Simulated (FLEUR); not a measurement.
# PbSe (Clausthalite) (Fm-3m) in FLEUR: settings compared

Aim: see how the results for PbSe (Clausthalite) move with the level of theory and the settings. Levels: PBEsol, r2SCAN. Tasks: band structure, equation of state.

All numbers are computed with FLEUR MaX-R8.1 (later development tree); they aren't measurements. Logs are shortened: lines on timing, memory, paths and dates and some standing lists are left out, and cuts for length are marked.

**The experiment to reproduce.**

A printed reference work, monograph reports, for a bulk crystal of PbSe at 4.2 K: band gap 0.15 eV (direct).

The runs below are set against these values where they give the same quantity.

## Step 1: Starting point

Symmetry: Fm-3m, No. 225, cubic system. The conventional cell has a = 6.121 Å, b = 6.121 Å, c = 6.121 Å, α = 90.00°, β = 90.00°, γ = 90.00°. Pb (site symmetry m-3m) has 6 Se at 3.06 Å as nearest neighbours. Se (site symmetry m-3m) has 6 Pb at 3.06 Å as nearest neighbours.

## Step 2: Band structure, PBEsol

inp.xml reads:

```xml
<?xml version="1.0" encoding="UTF-8" standalone="no"?>
<fleurInput fleurInputVersion="0.39">
   <comment>
      PbSe                                                                                                
   </comment>
   <calculationSetup>
      <cutoffs Kmax="4.1" Gmax="12.7" GmaxXC="12.7" numbands="0"/>
      <scfLoop itmax="60" minDistance="0.00001" maxIterBroyd="15" imix="Anderson" alpha="0.05" precondParam="0.0" spinf="2.0" sdNocoIR="T"/>
      <coreElectrons ctail="T" frcor="F" kcrel="0" coretail_lmax="0"/>
      <xcFunctional name="PBEs" relativisticCorrections="F"/>
      <magnetism jspins="1"/>
      <soc l_soc="F" theta="0.0" phi="0.0" spav="F"/>
      <expertModes spex="0" secvar="F"/>
      <geometryOptimization l_f="F" forcealpha="1.0" forcemix="BFGS" epsdisp="0.00001" epsforce="0.00001"/>
      <ldaU l_linMix="F" mixParam="0.05" spinf="1.0"/>
   </calculationSetup>
   <cell>
      <bzIntegration valenceElectrons="36.0" mode="hist" fermiSmearingEnergy="0.00183747">
         <kPointListSelection listName="default-1"/>
         <!-- k-points included here -->
         <xi:include xmlns:xi="http://www.w3.org/2001/XInclude" href="kpts.xml"> </xi:include>
      </bzIntegration>
      <!-- symmetry operations included here -->
      <xi:include xmlns:xi="http://www.w3.org/2001/XInclude" href="sym.xml"> </xi:include>
      <bulkLattice scale="1.0">
[... 31 lines left out ...]
            <stateOccupation state="(4p3/2)" spinUp="1.333333" spinDown="1.333333"/>
         </electronConfig>
         <energyParameters s="4" p="4" d="4" f="4"/>
         <lo type="SCLO" l="2" n="3" eDeriv="0"/>
         <lo type="SCLO" l="0" n="4" eDeriv="2"/>
         <lo type="SCLO" l="1" n="4" eDeriv="2"/>
         <lo type="SCLO" l="3" n="4" eDeriv="2"/>
      </species>
   </atomSpecies>
   <atomGroups>
      <atomGroup species="Lead (Pb)">
         <relPos label="                   1">.0000000000 .0000000000 .0000000000</relPos>
         <force calculate="T" relaxXYZ="TTT"/>
      </atomGroup>
      <atomGroup species="Selenium (Se)">
         <relPos label="                   2">1.000/2.000 1.000/2.000 1.000/2.000</relPos>
         <force calculate="T" relaxXYZ="TTT"/>
      </atomGroup>
   </atomGroups>
   <output dos="F" band="F" slice="F">
      <checks vchk="F" cdinf="F"/>
      <bandDOS minEnergy="-.5*Htr" maxEnergy="0.5*Htr" sigma="0.015" storeEVData="T"/>
      <vacuumDOS vacdos="F" integ="F" star="F" nstars="0" locx1="0.0" locy1="0.0" locx2="0.0" locy2="0.0" nstm="0" tworkf="0.0"/>
      <unfoldingBand unfoldBand="F" supercellX="1" supercellY="1" supercellZ="1"/>
      <plotting iplot="0" polar="F">
         <plot TwoD="T" vec1="  1.0  0.0  0.0" vec2="  0.0  1.0  0.0" vec3="  0.0  0.0  1.0" zero="  0.0  0.0  0.0" file="plot"/>
      </plotting>
      <chargeDensitySlicing numkpt="0" minEigenval="0.0" maxEigenval="0.0" nnne="0" pallst="F"/>
      <specialOutput eonly="F"/>
      <moessbauerParams electricFieldGradient="T" isomerShift="T" coreHyperfine="T" valenceHyperfine="T"/>
      <magneticCircularDichroism mcd="F" energyLo="-10.0" energyUp="0.0"/>
   </output>
  <!-- We include the file relax.xml here to enable relaxations (see documentation) -->
  <xi:include xmlns:xi="http://www.w3.org/2001/XInclude" href="relax.xml"> <xi:fallback/> </xi:include>
</fleurInput>
```

crystal.txt reads:

```
PbSe
&input cartesian=F /
0.0000000000  3.0606500000  3.0606500000
3.0606500000  0.0000000000  3.0606500000
3.0606500000  3.0606500000  0.0000000000
1.8897261246
1.0 1.0 1.0

2
82 0.0000000000  0.0000000000  0.0000000000
34 0.5000000000  0.5000000000  0.5000000000

&kpt div1=8 div2=8 div3=8 gamma=T /
```

inp.xml (bands) reads:

```
<?xml version="1.0" encoding="UTF-8" standalone="no"?>
<fleurInput fleurInputVersion="0.39">
   <comment>
      PbSe                                                                                                
   </comment>
   <calculationSetup>
      <cutoffs Kmax="4.1" Gmax="12.7" GmaxXC="12.7" numbands="0"/>
      <scfLoop itmax="60" minDistance="0.00001" maxIterBroyd="15" imix="Anderson" alpha="0.05" precondParam="0.0" spinf="2.0" sdNocoIR="T"/>
      <coreElectrons ctail="T" frcor="F" kcrel="0" coretail_lmax="0"/>
      <xcFunctional name="PBEs" relativisticCorrections="F"/>
      <magnetism jspins="1"/>
      <soc l_soc="F" theta="0.0" phi="0.0" spav="F"/>
      <expertModes spex="0" secvar="F"/>
      <geometryOptimization l_f="F" forcealpha="1.0" forcemix="BFGS" epsdisp="0.00001" epsforce="0.00001"/>
      <ldaU l_linMix="F" mixParam="0.05" spinf="1.0"/>
   </calculationSetup>
   <cell>
      <bzIntegration valenceElectrons="36.0" mode="hist" fermiSmearingEnergy="0.00183747">
         <kPointListSelection listName="path-1"/>
         <!-- k-points included here -->
         <xi:include xmlns:xi="http://www.w3.org/2001/XInclude" href="kpts.xml"> </xi:include>
      </bzIntegration>
      <!-- symmetry operations included here -->
      <xi:include xmlns:xi="http://www.w3.org/2001/XInclude" href="sym.xml"> </xi:include>
      <bulkLattice scale="1.0">
[... 31 lines left out ...]
            <stateOccupation state="(4p3/2)" spinUp="1.333333" spinDown="1.333333"/>
         </electronConfig>
         <energyParameters s="4" p="4" d="4" f="4"/>
         <lo type="SCLO" l="2" n="3" eDeriv="0"/>
         <lo type="SCLO" l="0" n="4" eDeriv="2"/>
         <lo type="SCLO" l="1" n="4" eDeriv="2"/>
         <lo type="SCLO" l="3" n="4" eDeriv="2"/>
      </species>
   </atomSpecies>
   <atomGroups>
      <atomGroup species="Lead (Pb)">
         <relPos label="                   1">.0000000000 .0000000000 .0000000000</relPos>
         <force calculate="T" relaxXYZ="TTT"/>
      </atomGroup>
      <atomGroup species="Selenium (Se)">
         <relPos label="                   2">1.000/2.000 1.000/2.000 1.000/2.000</relPos>
         <force calculate="T" relaxXYZ="TTT"/>
      </atomGroup>
   </atomGroups>
   <output dos="F" band="T" slice="F">
      <checks vchk="F" cdinf="F"/>
      <bandDOS minEnergy="-.5*Htr" maxEnergy="0.5*Htr" sigma="0.015" storeEVData="T"/>
      <vacuumDOS vacdos="F" integ="F" star="F" nstars="0" locx1="0.0" locy1="0.0" locx2="0.0" locy2="0.0" nstm="0" tworkf="0.0"/>
      <unfoldingBand unfoldBand="F" supercellX="1" supercellY="1" supercellZ="1"/>
      <plotting iplot="0" polar="F">
         <plot TwoD="T" vec1="  1.0  0.0  0.0" vec2="  0.0  1.0  0.0" vec3="  0.0  0.0  1.0" zero="  0.0  0.0  0.0" file="plot"/>
      </plotting>
      <chargeDensitySlicing numkpt="0" minEigenval="0.0" maxEigenval="0.0" nnne="0" pallst="F"/>
      <specialOutput eonly="F"/>
      <moessbauerParams electricFieldGradient="T" isomerShift="T" coreHyperfine="T" valenceHyperfine="T"/>
      <magneticCircularDichroism mcd="F" energyLo="-10.0" energyUp="0.0"/>
   </output>
  <!-- We include the file relax.xml here to enable relaxations (see documentation) -->
  <xi:include xmlns:xi="http://www.w3.org/2001/XInclude" href="relax.xml"> <xi:fallback/> </xi:include>
</fleurInput>
```

Potentials or basis: all-electron, FLAPW.

Launch:

```console
$ inpgen -f crystal.txt -profile fastHighL
$ # inp.xml edited to the form shown
$ fleur_MPI
$ fleur_MPI   # second run, on inp.xml (bands)
```

The log of the run:

```text
Welcome to FLEUR        (www.flapw.de)
      MaX-Release 8.1          (www.max-centre.eu)

 ========== k-point set info ==========
 Selected k-point list: default-1
 k-point list type: mesh
 8 x 8 x 8
 Number of k points: 29

 ------------Calculation Setup---------------------------
 Number of MPI-tasks      :            1
 Number of PE/node        :            1
 Number of OMP-threads    :            1
 Most efficient MPI parallelization for:
           1          29
 Additional eigenvalue parallelization possible
 Number of basis functions:          534
 Approximate size of matrices (H+S) per k-point:         0.004 GB
 --------------------------------------------------------
 Iteration:     1   Distance:       9.13631331 me/bohr^3
 Iteration:     2   Distance:       8.44837739 me/bohr^3
 Iteration:     3   Distance:       4.25719979 me/bohr^3
 Iteration:     4   Distance:       1.67849751 me/bohr^3
 Iteration:     5   Distance:       0.95521014 me/bohr^3
 Iteration:     6   Distance:       0.09160166 me/bohr^3
 Iteration:     7   Distance:       0.08177707 me/bohr^3
 Iteration:     8   Distance:       0.01704606 me/bohr^3
 Iteration:     9   Distance:       0.00692833 me/bohr^3
 Iteration:    10   Distance:       0.00462229 me/bohr^3
 Iteration:    11   Distance:       0.00137862 me/bohr^3
 Iteration:    12   Distance:       0.00014050 me/bohr^3
 Iteration:    13   Distance:       0.00013326 me/bohr^3
 Iteration:    14   Distance:       0.00001313 me/bohr^3
 Iteration:    15   Distance:       0.00000081 me/bohr^3

 ********************************************************************
 Run finished successfully
 Stop message:
   all done
 ********************************************************************
```

output (bands):

```text
Welcome to FLEUR        (www.flapw.de)
      MaX-Release 8.1          (www.max-centre.eu)

 ========== k-point set info ==========
 Selected k-point list: path-1
 k-point list type: path
 Number of k points: 60

 ------------Calculation Setup---------------------------
 Number of MPI-tasks      :            1
 Number of PE/node        :            1
 Number of OMP-threads    :            1
 Most efficient MPI parallelization for:
           1           2           3           4           5           6          10          12          15          20          30          60
 Additional eigenvalue parallelization possible
 Number of basis functions:          534
 Approximate size of matrices (H+S) per k-point:         0.004 GB
 --------------------------------------------------------
 Fermi energy correction for metals:
 Fermi energy in bands.* files may not be consistent with last density.
 Please correct it manually (e.g. in band.gnu file).

 Note: Band structure data (together with different weights) is also stored in the banddos.hdf file.
       A convenient way of extracting and plotting the data from that file is by making use of the

 ********************************************************************
 Run finished successfully
 Stop message:
   Charge density postprocessing done.
 ********************************************************************
```

out.xml (last iteration):

```text
<iteration numberForCurrentRun="   15" overallNumber="   15">
         <energyParameters units="Htr">
            <atomicEP atomType="1" spin="1" branch="6s" branchLowest="-4.90" branchHighest="0.54" value="-0.0896353553"/>
            <atomicEP atomType="1" spin="1" branch="6p" branchLowest="-2.75" branchHighest="1.37" value="0.1939116109"/>
            <atomicEP atomType="1" spin="1" branch="5d" branchLowest="-14.34" branchHighest="-0.32" value="-0.3550005413"/>
            <atomicEP atomType="1" spin="1" branch="5f" branchLowest="-4.49" branchHighest="1.83" value="0.5334580336"/>
            <loAtomicEP atomType="1" spin="1" branch="5p" branchLowest="-23.27" branchHighest="-2.75" value="-2.8237296655"/>
            <loAtomicEP atomType="1" spin="1" branch="5p" branchLowest="-23.27" branchHighest="-2.75" value="-2.8237296655"/>
            <loAtomicEP atomType="1" spin="1" branch="6s" branchLowest="-4.90" branchHighest="0.54" value="-0.0896353553"/>
            <loAtomicEP atomType="1" spin="1" branch="5d" branchLowest="-14.34" branchHighest="-0.32" value="-0.3866118955"/>
            <loAtomicEP atomType="1" spin="1" branch="5f" branchLowest="-4.49" branchHighest="1.83" value="0.5334450211"/>
            <atomicEP atomType="2" spin="1" branch="4s" branchLowest="-7.39" branchHighest="0.17" value="-0.2364443061"/>
            <atomicEP atomType="2" spin="1" branch="4p" branchLowest="-5.17" branchHighest="0.81" value="0.1176274348"/>
            <atomicEP atomType="2" spin="1" branch="4d" branchLowest="-1.51" branchHighest="1.91" value="0.4027651583"/>
            <atomicEP atomType="2" spin="1" branch="4f" branchLowest="-9.99" branchHighest="2.83" value="0.5720719366"/>
            <loAtomicEP atomType="2" spin="1" branch="3d" branchLowest="-9.99" branchHighest="-1.51" value="-1.5074117377"/>
            <loAtomicEP atomType="2" spin="1" branch="4s" branchLowest="-7.39" branchHighest="0.17" value="-0.2364443061"/>
            <loAtomicEP atomType="2" spin="1" branch="4p" branchLowest="-5.17" branchHighest="0.81" value="0.1142701636"/>
            <loAtomicEP atomType="2" spin="1" branch="4f" branchLowest="-9.99" branchHighest="2.83" value="0.5720739873"/>
         </energyParameters>
         <eigenvalues>
            <eigenvaluesAt spin="1" ikpt="1" k_x="0.00000000" k_y="0.00000000" k_z="0.00000000">
                      -2.7584655755       -2.7584655755       -2.7584655755       -1.5095224666       -1.5095224666
                      -1.5094331193       -1.5094331193       -1.5094331193       -0.3905834701       -0.3905834701
                      -0.3905834701       -0.3905445745       -0.3905445745       -0.2748571209       -0.0072859622
                       0.1565133248        0.1565133248        0.1565133248        0.3974789960        0.3974789960
                       0.3974789960        0.4626001045        0.4626001045        0.4626001045        0.5191605678
                       0.5276510837        0.5555792703        0.5555792703
            </eigenvaluesAt>
            <eigenvaluesAt spin="1" ikpt="2" k_x="0.00000000" k_y="0.00000000" k_z="0.12500000">
                      -2.7584658935       -2.7584654618       -2.7584654618       -1.5095200523       -1.5095200523
                      -1.5094306256       -1.5094291389       -1.5094291389       -0.3906854132       -0.3906854132
                      -0.3905630190       -0.3903943197       -0.3903943197       -0.2704829969       -0.0217195547
                       0.1580186659        0.1580186659        0.1665112232        0.3575691114        0.3725320699
                       0.3725320699        0.4546426984        0.4753229436        0.4753229436        0.5616773792
[... 65 lines left out ...]
               <shell n="2" l="0" isomerShift="378633.90866"/>
               <shell n="2" l="1" isomerShift="30061.15856"/>
               <shell n="3" l="0" isomerShift="87542.04676"/>
               <shell n="3" l="1" isomerShift="7805.67301"/>
               <shell n="4" l="0" isomerShift="22664.83568"/>
               <shell n="3" l="2" isomerShift="0.00327"/>
               <shell n="4" l="1" isomerShift="1996.87614"/>
               <shell n="4" l="2" isomerShift="0.00091"/>
               <shell n="4" l="3" isomerShift="0.00000"/>
               <shell n="5" l="0" isomerShift="4861.63942"/>
            </coreIsomerShift>
            <coreIsomerShift atomType="2" isTotal="39904.56417">
               <shell n="1" l="0" isomerShift="35630.69459"/>
               <shell n="2" l="0" isomerShift="3653.07085"/>
               <shell n="2" l="1" isomerShift="36.79495"/>
               <shell n="3" l="0" isomerShift="578.12526"/>
               <shell n="3" l="1" isomerShift="5.87852"/>
            </coreIsomerShift>
            <isomerShift atomType="1" nucleusRadius="0.0001398" averageDensity="2987668.94957"/>
            <isomerShift atomType="2" nucleusRadius="0.0001013" averageDensity="39960.81333"/>
            <electricFieldGradient atomType="1" VXX="0.00000" VYY="0.00000" VZZ="0.00000" asymParam="0.00000">
            </electricFieldGradient>
            <electricFieldGradient atomType="2" VXX="0.00000" VYY="0.00000" VZZ="0.00000" asymParam="0.00000">
            </electricFieldGradient>
         </moessbauerParams>
         <totalEnergy                                    value="   -23351.2966117420" units="Htr">
            <sumOfEigenvalues                            value="   -14345.7026745593">
               <coreElectrons value="-14310.3663379524"/>
               <valenceElectrons value="-35.3363366068"/>
            </sumOfEigenvalues>
            <densityCoulombPotentialIntegral value="-40569.4580895751"/>
            <densityEffectivePotentialIntegral value="-41189.5249817337"/>
            <chargeDenXCDenIntegral value="-471.0133977894"/>
            <FockExchangeEnergyValence value="0.0000000000"/>
            <FockExchangeEnergyCore value="0.0000000000"/>
            <atomTypeDependentContributions atomType="1">
               <electronNucleiInteractionDifferentMTs value="26459.2241017157"/>
               <MadelungTerm value="-39.9384180156"/>
            </atomTypeDependentContributions>
            <atomTypeDependentContributions atomType="2">
               <electronNucleiInteractionDifferentMTs value="2926.3384939650"/>
               <MadelungTerm value="-13.8754626431"/>
            </atomTypeDependentContributions>
            <tkbTimesEntropy value="0.0000206341"/>
            <freeEnergy value="-23351.2966323761"/>
            <extrapolationTo0K value="-23351.2966220590"/>
         </totalEnergy>
         <densityConvergence units="me/bohr^3">
            <chargeDensity spin="1" distance="0.0000008147"/>
         </densityConvergence>
      </iteration>
```

Run time: 53 s. Hardware: 1 thread of Intel Xeon Platinum 8488C (Sapphire Rapids), shared host; peak memory 0.08 GiB.

Results:

* Free energy: -635421.1520 eV
* Band gap on the k mesh: 0.20 eV, direct
* Band gap along the path: 0.20 eV, direct
* Valence electrons inside the program's atomic spheres: Pb 17.92; Se 14.61 (radii Pb 2.66, Se 2.46 bohr)

Levels at the corners of the path, in eV from the valence-band top:
```
point  band 16  band 17  band 18  band 19  band 20  band 21
    Γ    -1.87    -1.87    -1.87     4.68     4.68     4.68
    X    -5.02    -3.25    -3.25     3.58     5.59     5.59
    W    -4.26    -4.26    -0.78     1.84     4.89     4.89
    K    -4.61    -2.74    -2.42     3.34     3.99     5.39
    Γ    -1.87    -1.87    -1.87     4.68     4.68     4.68
    L    -1.46    -1.46     0.00     0.20     1.66     1.66
    U    -4.61    -2.74    -2.42     3.34     3.99     5.39
    W    -4.26    -4.26    -0.78     1.84     4.89     4.89
    L    -1.46    -1.46     0.00     0.20     1.66     1.66
    K    -4.61    -2.74    -2.42     3.34     3.99     5.39
    U    -4.61    -2.74    -2.42     3.34     3.99     5.39
    X    -5.02    -3.25    -3.25     3.58     5.59     5.59
```

Core levels (eV from the Fermi level):
| atom | levels |
| --- | --- |
| 1 Pb | 1s1/2 -87948.8, 2s1/2 -15714.1, 2p1/2 -15089.9, 2p3/2 -12901.1, 3s1/2 -3768.6, 3p1/2 -3487.2, 3p3/2 -2998.8, 4s1/2 -849.8, 3d3/2 -2536.7, 3d5/2 -2432.7, 4p1/2 -728.1, 4p3/2 -608.4, 4d3/2 -410.3, 4d5/2 -388.0, 4f5/2 -131.4, 4f7/2 -126.4, 5s1/2 -139.6 |
| 2 Se | 1s1/2 -12485.4, 2s1/2 -1599.4, 2p1/2 -1434.6, 2p3/2 -1392.9, 3s1/2 -207.2, 3p1/2 -150.9, 3p3/2 -145.0 |

Caveat: spin-orbit coupling is left out, which as a rule narrows the gap of such compounds by several tenths of an eV.

(Part 1 of 2 ends here.)
